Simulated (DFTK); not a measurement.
**W under changes of volume**

One of the cells (15.848 Å³/atom); the others are scaled copies at fixed shape and fractional positions:

```
W
1.0
    -1.58234    1.58234    1.58234
     1.58234   -1.58234    1.58234
     1.58234    1.58234   -1.58234
W
1
Cartesian
  0.0000 0.0000 0.0000
```

| Property | Result |
| --- | --- |
| Program | DFTK 0.8.2 |
| Functional | PBEsol |
| Potentials or basis | dojo.nc.sr.pbesol.v0_4_1.standard.upf (PBEsol) |
| Cutoff | 1007 eV |
| k mesh | 12 × 12 × 12 |
| Occupations | fermi-dirac, width 0.05 eV |
| Spin | no spin polarisation |

| volume (Å³/atom) | energy over the lowest point (meV/atom) | pressure (GPa) |
| --- | --- | --- |
| 14.897 | 44.19 | 18.5 |
| 15.214 | 15.25 | 10.7 |
| 15.531 | 0.97 | 3.6 |
| 15.848 | 0.00 | -2.8 |
| 16.165 | 11.10 | -8.6 |
| 16.482 | ? | ? |
| 16.798 | 65.30 | -18.8 |

Question: What does the run at 16.482 Å³/atom give?

Answer: Energy over the lowest point 33.20 meV/atom; pressure -13.9 GPa.

Worked out: A Birch-Murnaghan fit of order 3 (a polynomial in V^(-2/3)) to the other rows has its minimum at 15.71 Å³/atom with B0 = V·E''(V) = 316 GPa and B' = 3.7. It gives 33.25 meV/atom at 16.482 Å³/atom, against the run's 33.20, and -dE/dV = -13.8 GPa, against -13.9.

Energies are extrapolated to zero smearing.
